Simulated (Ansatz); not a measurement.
# BaS: the cost of one run

All numbers are computed with Ansatz 0.2.0, driven from Python. The levels of theory stand in the script.

**1. The system**

It takes space group Fm-3m (No. 225, cubic). Conventional cell: a = 6.388 Å, b = 6.388 Å, c = 6.388 Å, α = 90.00°, β = 90.00°, γ = 90.00°. Around Ba (site symmetry m-3m) lie 6 S at 3.19 Å. S (site symmetry m-3m) has 6 Ba at 3.19 Å in its first shell of neighbours.

No structure file is read: the coordinates are typed or built in the script.

**2. The script**

soc.py

```python
"""Levels of BaS without and with spin-orbit coupling."""

import warnings

import ansatz as az


def main() -> None:
    warnings.simplefilter("ignore", az.DeckWarning)

    structure = (
        az.Lattice.from_parameters(4.516645, 4.516645, 4.516645, alpha=60.0, beta=60.0, gamma=60.0)
        .atom("Ba", (0.0, 0.0, 0.0))
        .atom("S", (0.5, 0.5, 0.5))
    )

    base = (
        structure.calculation()
        .functional(az.Functional.PBE)
        .basis(21 * az.Ha)
        .kpoints(6, center="gamma")
        .occupations("fixed")
        .scf(tolerance=1e-10)
        .band_table()
    )
    for label, variant in (("scalar-relativistic", base), ("spin-orbit", base.spin(soc=True))):
        data = variant.run().report
        zero = data["band_edges_ev"][0] if data.get("band_edges_ev") else data["fermi_energy_ev"]
        near = [round(e - zero, 3) for e in data["eigenvalues_ev"][0] if abs(e - zero) < 3]
        print(label)
        print("  band edges (eV):", [round(e, 3) for e in data.get("band_edges_ev") or []] or "none reported")
        print("  levels at k =", data["kpoints_frac"][0], "within 3 eV of the zero:", near)


if __name__ == "__main__":
    main()
```

**3. Running it**

Command:

```bash
> python soc.py
```

**Question.** How long does this script take on 1 thread of Arm Neoverse V1, shared host, and how much memory does it need?

About 11 s, with a peak of 0.54 GiB.
